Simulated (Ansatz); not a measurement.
**AgBr under changes of volume**

One of the cells (23.644 Å³/atom); the others are scaled copies at fixed shape and fractional positions:

```
Ag Br
1.0
     0.00000    2.87015    2.87015
     2.87015    0.00000    2.87015
     2.87015    2.87015    0.00000
Ag Br
1 1
Direct
  0.00000 0.00000 0.00000
  0.50000 0.50000 0.50000
```

- Program: Ansatz 0.2.0
- Functional: BLYP
- Potentials or basis: Ansatz PAW
- Cutoff: 420 eV (not typed: the program's choice for these potentials)
- k mesh: 8 × 8 × 8
- Occupations: fermi-dirac, width 0.05 eV
- Spin: no spin polarisation

```csv
volume (Å³/atom),energy over the lowest point (meV/atom),pressure (GPa)
22.225,?,?
22.698,83.53,8.8
23.171,59.60,7.4
23.644,39.68,6.1
24.116,23.35,5.0
24.589,10.24,3.9
25.062,0.00,3.0
```

Task: What does the run at 22.225 Å³/atom give?

Result: Energy over the lowest point 111.96 meV/atom; pressure 10.5 GPa.

Worked out: A Birch-Murnaghan fit of order 3 (a polynomial in V^(-2/3)) to the other rows has no minimum within the range. It gives 111.92 meV/atom at 22.225 Å³/atom, against the run's 111.96, and -dE/dV = 10.4 GPa, against 10.5.

Energies are extrapolated to zero smearing.

Caveats: the PAW data sets come from PBE, with cores solved anew for the run's functional, which leaves a small shift of forces and pressure.
